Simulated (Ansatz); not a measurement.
# La₂O₃: ¹³⁹La nuclear quadrupole resonance

Cell: a computed structure from the Materials Project (it need not be an observed phase), taken as it stands.

Space group C2/m (No. 12); a = 14.7637, b = 3.7981, c = 9.2243 Å, β = 100.30°.

| site | Wyckoff | site symmetry | x | y | z |
| --- | --- | --- | --- | --- | --- |
| La1 | 4i | m | 0.3096 | 0.0000 | 0.8617 |
| La2 | 4i | m | 0.6345 | 0.0000 | 0.4925 |
| La4 | 4i | m | 0.0330 | 0.0000 | 0.8120 |
| O7 | 4i | m | 0.2003 | 0.0000 | 0.6273 |
| O8 | 4i | m | 0.1281 | 0.0000 | 0.2863 |
| O9 | 4i | m | 0.5258 | 0.0000 | 0.6566 |
| O10 | 4i | m | 0.1759 | 0.0000 | 0.9749 |
| O15 | 2b | 2/m | 0.5000 | 0.0000 | 0.0000 |

One atom of each set is listed; the run and its k-mesh use a cell of 15 atoms with edges of 7.62, 7.62, 9.22 Å.

Level of theory: DFT, PBE, plane waves and PAW (field gradients read without the response of the frozen cores, which leaves them typically 4 to 6 % off), scalar-relativistic, 550 eV cutoff, Γ-centred 6×6×3 k-points, Fermi–Dirac smearing 0.02 eV (Ansatz 0.2.0).

¹³⁹La: I = 7/2, Q = 206.0 mb (year-2017 value). Static lattice, zero field.

Sites with a gradient: La1 (2 atoms; 7 O at 2.39–2.87 Å); La2 (2 atoms; 7 O at 2.38–2.85 Å); La4 (2 atoms; 6 O at 2.36–2.67 Å).

Q: The simulated spectrum has lines at 2.88, 2.99, 4.73, 5.24, 5.87, 6.12, 9.66, 11.4, 12.5, 14.9, 19.3, 27.4 MHz. Sort them into the sets that belong together, and say which site each set most likely comes from.

A: For I = 7/2 and η = 0 the lines are |C_Q|/14 times 1, 2 and 3; η shifts the lowest up most. At large η the states mix, and weaker lines appear at sums of the main ones; lines under 5 % of the strongest are left out. La1: 5.24, 6.12, 9.66, 11.4 MHz (|C_Q| = 46.1 MHz, η = 0.47). La2: 2.88, 2.99, 4.73, 5.87 MHz (|C_Q| = 22.8 MHz, η = 0.56). La4: 12.5, 14.9, 19.3, 27.4 MHz (|C_Q| = 96.0 MHz, η = 0.75).

The sites follow from the calculation. Like point charges on the first shell alone (each adding as 1/d³) would give the same order, so the shape of the shell goes a long way to explain it.

Without spin–orbit coupling (the program notes it for La) the gradients are little affected as a rule: paired runs on crystals with a gap mostly move them by under 2 % at such atoms.

The run took 74 s of wall time (73 s of CPU time) and 1 GiB at its peak, on 1 thread of Intel Xeon Platinum 8488C (Sapphire Rapids) (x86_64; 16 cores open to the job, memory cap 3.0 GiB, no GPU), a shared host with a load of 0.4 a core.
